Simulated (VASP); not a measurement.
# ZnS (F-43m) in VASP: a series of runs, part 2 of 2

VASP 6.6.1. The steps go on from the part before.

### 3 Band structure, PBEsol

The input, POSCAR:

```
ZnS
1.0
    0.0000000000      2.7020000000      2.7020000000
    2.7020000000      0.0000000000      2.7020000000
    2.7020000000      2.7020000000      0.0000000000
Zn S
1 1
Direct
    0.7500000000      0.7500000000      0.7500000000
    0.0000000000      0.0000000000      0.0000000000
```

The input, INCAR.step1:

```
ALGO     = Fast           # electronic algorithm
EDIFF    = 1E-7           # SCF threshold, eV
ENCUT    = 520            # plane-wave cutoff, eV
GGA      = PS             # functional
ISIF     = 2              # what is computed and relaxed
ISMEAR   = -1             # smearing method
LASPH    = True           # aspherical terms in the spheres
LCHARG   = True           # write CHGCAR
LREAL    = False          # projectors in reciprocal space
LWAVE    = False          # write WAVECAR
NELM     = 80             # most SCF steps
PREC     = Accurate       # precision mode
SIGMA    = 0.05           # smearing width, eV
```

The input, KPOINTS.step1:

```
k-points
0
Gamma
  9 9 9
```

The input, INCAR.step2:

```
ALGO     = Fast           # electronic algorithm
EDIFF    = 1E-7           # SCF threshold, eV
ENCUT    = 520            # plane-wave cutoff, eV
GGA      = PS             # functional
ICHARG   = 11             # starting density
ISIF     = 2              # what is computed and relaxed
ISMEAR   = 0              # smearing method
LASPH    = True           # aspherical terms in the spheres
LCHARG   = False          # write CHGCAR
LREAL    = False          # projectors in reciprocal space
LWAVE    = False          # write WAVECAR
NELM     = 80             # most SCF steps
PREC     = Accurate       # precision mode
SIGMA    = 0.05           # smearing width, eV
```

The input, KPOINTS.step2:

```
path GXWKGLUWLK,UX
15
line-mode
reciprocal
 0.0000000000  0.0000000000  0.0000000000  G
 0.5000000000  0.0000000000  0.5000000000  X

 0.5000000000  0.0000000000  0.5000000000  X
 0.5000000000  0.2500000000  0.7500000000  W

 0.5000000000  0.2500000000  0.7500000000  W
 0.3750000000  0.3750000000  0.7500000000  K

 0.3750000000  0.3750000000  0.7500000000  K
 0.0000000000  0.0000000000  0.0000000000  G

 0.0000000000  0.0000000000  0.0000000000  G
 0.5000000000  0.5000000000  0.5000000000  L

 0.5000000000  0.5000000000  0.5000000000  L
 0.6250000000  0.2500000000  0.6250000000  U

 0.6250000000  0.2500000000  0.6250000000  U
 0.5000000000  0.2500000000  0.7500000000  W

 0.5000000000  0.2500000000  0.7500000000  W
 0.5000000000  0.5000000000  0.5000000000  L

 0.5000000000  0.5000000000  0.5000000000  L
 0.3750000000  0.3750000000  0.7500000000  K

 0.6250000000  0.2500000000  0.6250000000  U
 0.5000000000  0.0000000000  0.5000000000  X
```

Potentials or basis: VASP PAW PBE potentials, release 64 (Zn, S).

Run with:

```
cat potpaw_PBE.64/Zn/POTCAR potpaw_PBE.64/S/POTCAR > POTCAR
cp INCAR.step1 INCAR
cp KPOINTS.step1 KPOINTS
mpirun -np 1 vasp_std > vasp.out
cp INCAR.step2 INCAR
cp KPOINTS.step2 KPOINTS
mpirun -np 1 vasp_std > vasp.out
```

OUTCAR:

```text
EDIFF = 1E-7
   ENCUT = 520
   GGA = PS
   ICHARG = 11
   ISIF = 2
   ISMEAR = 0
   LASPH = True
   LREAL = False
   NELM = 80
   PREC = Accurate

 ion  position               nearest neighbor table
   1  0.750  0.750  0.750-   2 2.34   2 2.34   2 2.34   2 2.34
   2  0.000  0.000  0.000-   1 2.34   1 2.34   1 2.34   1 2.34

  LATTYP: Found a face centered cubic cell.
 ALAT       =     5.4040000000

  Lattice vectors:

 A1 = (   0.0000000000,   2.7020000000,   2.7020000000)
 A2 = (   2.7020000000,   0.0000000000,   2.7020000000)
 A3 = (   2.7020000000,   2.7020000000,   0.0000000000)

Analysis of symmetry for initial positions (statically):
=====================================================================
 Subroutine PRICEL returns:
 Original cell was already a primitive cell.

 Routine SETGRP: Setting up the symmetry group for a
 face centered cubic supercell.

 Subroutine GETGRP returns: Found 24 space group operations
 (whereof 24 operations were pure point group operations)
 out of a pool of 48 trial point group operations.

The static configuration has the point symmetry T_d .

Analysis of symmetry for dynamics (positions and initial velocities):
=====================================================================
 Subroutine PRICEL returns:
 Original cell was already a primitive cell.

 Routine SETGRP: Setting up the symmetry group for a
 face centered cubic supercell.

 Subroutine GETGRP returns: Found 24 space group operations
 (whereof 24 operations were pure point group operations)
 out of a pool of 48 trial point group operations.

The dynamic configuration has the point symmetry T_d .

 Subroutine INISYM returns: Found 24 space group operations
 (whereof 24 operations are pure point group operations),
 and found     1 'primitive' translations

----------------------------------------------------------------------------------------

                                     Primitive cell

  volume of cell :      39.4535

  direct lattice vectors                    reciprocal lattice vectors
[... 112 lines left out ...]
 non-spin polarized calculation
 RMM-DIIS sequential band-by-band and
 Gauss-broadening in eV      SIGMA  =   0.05
  energy-cutoff  :      520.00
  volume of cell :       39.45
 maximum number of plane-waves:      1075

 number of electron      18.0000000 magnetization

 Free energy of the ion-electron system (eV)
  ---------------------------------------------------
  ext. energy  EPLUGINS =         0.00000000
  ---------------------------------------------------
  free energy    TOTEN  =        -7.86634450 eV

  energy without entropy =       -7.86634450  energy(sigma->0) =       -7.86634450

 E-fermi :   2.2980     XC(G=0):  -9.8497

 val. band max:        2.0125858591   @ k =   0.0000   0.0000   0.0000
 cond. band min:       3.9907425236   @ k =   0.0000   0.0000   0.0000
 fundamental gap:      1.9781566645
 Fermi energy:         2.2979681233

 k-point     1 :       0.0000    0.0000    0.0000
  band No.  band energies     occupation
      1     -11.1420      2.00000
      2      -4.3586      2.00000
      3      -4.3585      2.00000
      4      -4.3585      2.00000
      5      -3.8571      2.00000
      6      -3.8571      2.00000
      7       2.0126      2.00000
      8       2.0126      2.00000
      9       2.0126      2.00000
     10       3.9907      0.00000
     11       8.3209      0.00000
     12       8.3209      0.00000
     13       8.3209      0.00000
[... 354 lines left out ...]
  band No.  band energies     occupation
      1      -9.8746      2.00000
      2      -4.2967      2.00000
      3      -4.0569      2.00000
      4      -3.9888      2.00000
      5      -3.8196      2.00000
      6      -3.5285      2.00000
      7      -2.6118      2.00000
      8      -0.5856      2.00000
      9      -0.5596      2.00000
     10       6.3788      0.00000
     11       6.9937      0.00000
     12      11.3092      0.00000
     13      11.4318      0.00000

 [... further k-points ...]

------------------------ aborting loop because EDIFF is reached ----------------------------------------

  FORCE on cell =-STRESS in cart. coord.  units (eV):
  Direction    XX          YY          ZZ          XY          YZ          ZX
  --------------------------------------------------------------------------------------
  -------------------------------------------------------------------------------------
  Total       -1.5727009     -1.5727009     -1.5727009      0.0000000     -0.0000000      0.0000000
  in kB      -63.8661411    -63.8661411    -63.8661411      0.0000000     -0.0000000      0.0000000
  external PRESSURE =     -63.8661411 kB  Pullay stress =       0.0000000 kB

 VOLUME and BASIS-vectors are now :
 -----------------------------------------------------------------------------
  energy-cutoff  :      520.00
  volume of cell :       39.45
      direct lattice vectors                 reciprocal lattice vectors
     0.000000000  2.702000000  2.702000000    -0.185048113  0.185048113  0.185048113
     2.702000000  0.000000000  2.702000000     0.185048113 -0.185048113  0.185048113
     2.702000000  2.702000000  0.000000000     0.185048113  0.185048113 -0.185048113

 POSITION                                       TOTAL-FORCE (eV/Angst)
 -----------------------------------------------------------------------------------
      4.05300      4.05300      4.05300         0.000000      0.000000      0.000000
      0.00000      0.00000      0.00000        -0.000000     -0.000000     -0.000000
 -----------------------------------------------------------------------------------
    total drift:                                0.000001      0.000001      0.000001

  FREE ENERGIE OF THE ION-ELECTRON SYSTEM (eV)
  ---------------------------------------------------
  free  energy   TOTEN  =        -7.8663445045 eV

  energy  without entropy=       -7.8663445045  energy(sigma->0) =       -7.86634450
```

OUTCAR.step1:

```text
EDIFF = 1E-7
   ENCUT = 520
   GGA = PS
   ISIF = 2
   ISMEAR = -1
[... 606 lines left out ...]
 -----------------------------------------------------------------------------------
      4.05300      4.05300      4.05300        -0.000000     -0.000000     -0.000000
      0.00000      0.00000      0.00000         0.000000      0.000000      0.000000
 -----------------------------------------------------------------------------------
    total drift:                                0.000001      0.000001      0.000001

  FREE ENERGIE OF THE ION-ELECTRON SYSTEM (eV)
  ---------------------------------------------------
  free  energy   TOTEN  =        -7.5837685314 eV

  energy  without entropy=       -7.5837685314  energy(sigma->0) =       -7.58376853
```

It took 37 s on 1 thread of Intel Xeon 6975P-C (Granite Rapids), shared host; peak memory 0.2 GiB.

What came out:

```yaml
Band_gap_on_the_k_mesh: 1.98 eV, direct
Band_gap_along_the_path: 1.98 eV, direct
```

Levels at the corners of the path, in eV from the valence-band top:
```tsv
point	band 7	band 8	band 9	band 10	band 11	band 12
Γ	0.00	0.00	0.00	1.98	6.31	6.31
X	-4.61	-2.25	-2.25	3.24	3.97	10.83
X	-4.61	-2.25	-2.25	3.24	3.97	10.83
W	-4.64	-2.80	-2.76	5.57	6.00	7.75
W	-4.64	-2.80	-2.76	5.57	6.00	7.75
K	-4.67	-3.17	-1.83	3.99	5.88	9.26
K	-4.67	-3.17	-1.83	3.99	5.88	9.26
Γ	0.00	0.00	0.00	1.98	6.31	6.31
Γ	0.00	0.00	0.00	1.98	6.31	6.31
L	-5.36	-0.88	-0.88	3.19	6.83	6.83
L	-5.36	-0.88	-0.88	3.19	6.83	6.83
U	-4.67	-3.17	-1.83	3.99	5.88	9.26
U	-4.67	-3.17	-1.83	3.99	5.88	9.26
W	-4.64	-2.80	-2.76	5.57	6.00	7.75
W	-4.64	-2.80	-2.76	5.57	6.00	7.75
L	-5.36	-0.88	-0.88	3.19	6.83	6.83
L	-5.36	-0.88	-0.88	3.19	6.83	6.83
K	-4.67	-3.17	-1.83	3.99	5.88	9.26
U	-4.67	-3.17	-1.83	3.99	5.88	9.27
X	-4.61	-2.25	-2.25	3.24	3.97	10.84
```

Caveat: the log is that of the step along the path at fixed density, whose energy, stress, charges and moments have no meaning; the PAW data sets were made with another functional, which shifts forces and pressure a little.

### 4 Band structure, RPBE

The input, INCAR:

```
  PREC = Accurate
  ENCUT = 520
  EDIFF = 1E-7
  ISMEAR = -1
  SIGMA = 0.05
  LREAL = F
  LASPH = T
  NELM = 100
  ALGO = Fast
  ISIF = 2
  LWAVE = F
  LCHARG = F
  GGA = RP
```

The input, KPOINTS:

```
Automatic mesh
0
Gamma
  9 9 9
```

POSCAR is that of step 3.

The input, KPOINTS_OPT:

```
path GXWKGLUWLK,UX
10
line-mode
reciprocal
 0.0000000000  0.0000000000  0.0000000000  G
 0.5000000000  0.0000000000  0.5000000000  X

 0.5000000000  0.0000000000  0.5000000000  X
 0.5000000000  0.2500000000  0.7500000000  W

 0.5000000000  0.2500000000  0.7500000000  W
 0.3750000000  0.3750000000  0.7500000000  K

 0.3750000000  0.3750000000  0.7500000000  K
 0.0000000000  0.0000000000  0.0000000000  G

 0.0000000000  0.0000000000  0.0000000000  G
 0.5000000000  0.5000000000  0.5000000000  L

 0.5000000000  0.5000000000  0.5000000000  L
 0.6250000000  0.2500000000  0.6250000000  U

 0.6250000000  0.2500000000  0.6250000000  U
 0.5000000000  0.2500000000  0.7500000000  W

 0.5000000000  0.2500000000  0.7500000000  W
 0.5000000000  0.5000000000  0.5000000000  L

 0.5000000000  0.5000000000  0.5000000000  L
 0.3750000000  0.3750000000  0.7500000000  K

 0.6250000000  0.2500000000  0.6250000000  U
 0.5000000000  0.0000000000  0.5000000000  X
```

Run with:

```
cat potpaw_PBE.64/Zn/POTCAR potpaw_PBE.64/S/POTCAR > POTCAR
mpirun -np 1 vasp_std > vasp.out
```

It took 32 s on 1 thread of Intel Xeon 6975P-C (Granite Rapids), shared host; peak memory 0.17 GiB.

It converged, with:

```
Free energy             : -6.1740 eV
Pressure                : 4.3 GPa
Band gap on the k mesh  : 2.28 eV, direct
Band gap along the path : 2.28 eV, direct
```

Levels at the corners of the path, in eV from the valence-band top:
```csv
point,band 7,band 8,band 9,band 10,band 11,band 12
Γ,0.00,0.00,0.00,2.28,6.45,6.45
X,-4.51,-2.20,-2.20,3.55,4.17,11.16
X,-4.51,-2.20,-2.20,3.55,4.17,11.16
W,-4.55,-2.71,-2.68,5.83,6.09,7.98
W,-4.55,-2.71,-2.68,5.83,6.09,7.98
K,-4.58,-3.07,-1.79,4.25,6.06,9.54
K,-4.58,-3.07,-1.79,4.25,6.06,9.54
Γ,0.00,0.00,0.00,2.28,6.45,6.45
Γ,0.00,0.00,0.00,2.28,6.45,6.45
L,-5.24,-0.86,-0.86,3.43,6.99,6.99
L,-5.24,-0.86,-0.86,3.43,6.99,6.99
U,-4.58,-3.07,-1.79,4.25,6.06,9.54
U,-4.58,-3.07,-1.79,4.25,6.06,9.54
W,-4.55,-2.71,-2.68,5.83,6.09,7.98
W,-4.55,-2.71,-2.68,5.83,6.09,7.98
L,-5.24,-0.86,-0.86,3.43,6.99,6.99
L,-5.24,-0.86,-0.86,3.43,6.99,6.99
K,-4.58,-3.07,-1.79,4.25,6.06,9.54
U,-4.58,-3.07,-1.79,4.25,6.06,9.54
X,-4.51,-2.20,-2.20,3.55,4.17,11.16
```

Caveat: the PAW data sets were made with another functional, which shifts forces and pressure a little.

### 5 Band structure, HSE03

POSCAR is that of step 4.

The input, INCAR.step1:

```
SYSTEM = ZnS
ALGO = Normal
EDIFF = 1E-5
ENCUT = 520
GGA = PE
ISIF = 2
ISMEAR = -1
LASPH = .True.
LCHARG = .False.
LREAL = .False.
LWAVE = .True.
NBANDS = 16
NELM = 100
PREC = Accurate
SIGMA = 0.05
```

The input, INCAR.step2:

```
SYSTEM = ZnS
ALGO = Normal
EDIFF = 1E-7
ENCUT = 520
GGA = PE
HFSCREEN = 0.3
ISIF = 2
ISMEAR = -1
ISTART = 1
LASPH = .True.
LCHARG = .False.
LHFCALC = .True.
LREAL = .False.
LWAVE = .False.
NBANDS = 16
NELM = 100
PREC = Accurate
PRECFOCK = Fast
SIGMA = 0.05
```

The input, KPOINTS:

```
k-points
0
Gamma
  5 5 5
  0 0 0
```

KPOINTS_OPT is that of step 4.

Run with:

```
cat potpaw_PBE.64/Zn/POTCAR potpaw_PBE.64/S/POTCAR > POTCAR
cp INCAR.step1 INCAR
mpirun -np 1 vasp_std > vasp.out
cp INCAR.step2 INCAR
mpirun -np 1 vasp_std > vasp.out
```

Wall time 18 min (1 thread of Intel Xeon 6975P-C (Granite Rapids), shared host); peak memory 0.3 GiB.

The run converged. Its results:

- Free energy: -8.1436 eV
- Pressure: 1.2 GPa
- Band gap on the k mesh: 3.12 eV, direct
- Band gap along the path: 3.12 eV, direct

Levels at the corners of the path, in eV from the valence-band top:
```
point  band 7  band 8  band 9  band 10  band 11  band 12
    Γ    0.00    0.00    0.00     3.12     7.45     7.45
    X   -4.93   -2.32   -2.32     4.17     5.03    12.29
    X   -4.93   -2.32   -2.32     4.17     5.03    12.29
    W   -4.77   -2.94   -2.83     6.56     7.29     8.99
    W   -4.77   -2.94   -2.83     6.56     7.29     8.99
    K   -4.84   -3.30   -1.89     5.01     7.04    10.51
    K   -4.84   -3.30   -1.89     5.01     7.04    10.51
    Γ    0.00    0.00    0.00     3.12     7.45     7.45
    Γ    0.00    0.00    0.00     3.12     7.45     7.45
    L   -5.53   -0.90   -0.90     4.33     7.95     7.95
    L   -5.53   -0.90   -0.90     4.33     7.95     7.95
    U   -4.84   -3.30   -1.89     5.01     7.04    10.51
    U   -4.84   -3.30   -1.89     5.01     7.04    10.51
    W   -4.77   -2.94   -2.83     6.56     7.29     8.99
    W   -4.77   -2.94   -2.83     6.56     7.29     8.99
    L   -5.53   -0.90   -0.90     4.33     7.95     7.95
    L   -5.53   -0.90   -0.90     4.33     7.95     7.95
    K   -4.84   -3.30   -1.89     5.01     7.04    10.51
    U   -4.84   -3.30   -1.89     5.01     7.04    10.51
    X   -4.93   -2.32   -2.32     4.17     5.03    12.29
```

Caveat: the PAW data sets were made with another functional, which shifts forces and pressure a little.

### 6 Overview

| level | potentials or basis | k mesh | grid for exact exchange (PRECFOCK) | gap on the mesh (eV) | pressure (GPa) |
| --- | --- | --- | --- | --- | --- |
| LDA | VASP PAW LDA potentials, release 64 (Zn, S) | 9 × 9 × 9 | - | 1.89 | - |
| PBEsol | VASP PAW PBE potentials, release 64 (Zn, S) | 9 × 9 × 9 | - | 1.98 | - |
| RPBE | VASP PAW PBE potentials, release 64 (Zn, S) | 9 × 9 × 9 | - | 2.28 | 4.3 |
| HSE03 | VASP PAW PBE potentials, release 64 (Zn, S) | 5 × 5 × 5 | Fast | 3.12 | 1.2 |

Alike in all rows: task band structure; no spin polarisation; cell as given; cutoff (eV) 520; smearing fermi-dirac 0.05 eV.

Caveats: the PAW data sets were made with another functional, which shifts forces and pressure a little (some runs).

Absolute energies hang on the potentials; compare differences alone.

### 7 Comparison with measurements

Step 2. Measured gap of ZnS: 3.85 eV (direct; 19 K; quoted in “Electronic, vibrational, and thermodynamic properties of ZnS (zincblende and rocksalt structure)”, 2009, arxiv:0911.5022). This calculation gives 1.89 eV (-1.96 eV). So large a miss can be the level of theory's own, or it may mean another phase, state or a wrong row. The value is that of LDA, without temperature or zero-point motion. Semilocal functionals fall short of measured gaps as a rule.

Step 3. Against the measured gap of ZnS, 3.85 eV (direct; 19 K; quoted in “Electronic, vibrational, and thermodynamic properties of ZnS (zincblende and rocksalt structure)”, 2009, arxiv:0911.5022), the calculated 1.98 eV is off by -1.87 eV. The value is that of PBEsol, without temperature or zero-point motion. Semilocal functionals fall short of measured gaps as a rule.

Step 4. Measured gap of ZnS: 3.85 eV (direct; 19 K; quoted in “Electronic, vibrational, and thermodynamic properties of ZnS (zincblende and rocksalt structure)”, 2009, arxiv:0911.5022). This calculation gives 2.28 eV (-1.57 eV). The value is that of RPBE, without temperature or zero-point motion. Semilocal functionals fall short of measured gaps as a rule.

Step 5. Measured gap of ZnS: 3.85 eV (direct; 19 K; quoted in “Electronic, vibrational, and thermodynamic properties of ZnS (zincblende and rocksalt structure)”, 2009, arxiv:0911.5022). This calculation gives 3.12 eV (-0.73 eV). The value is that of HSE03, without temperature or zero-point motion.
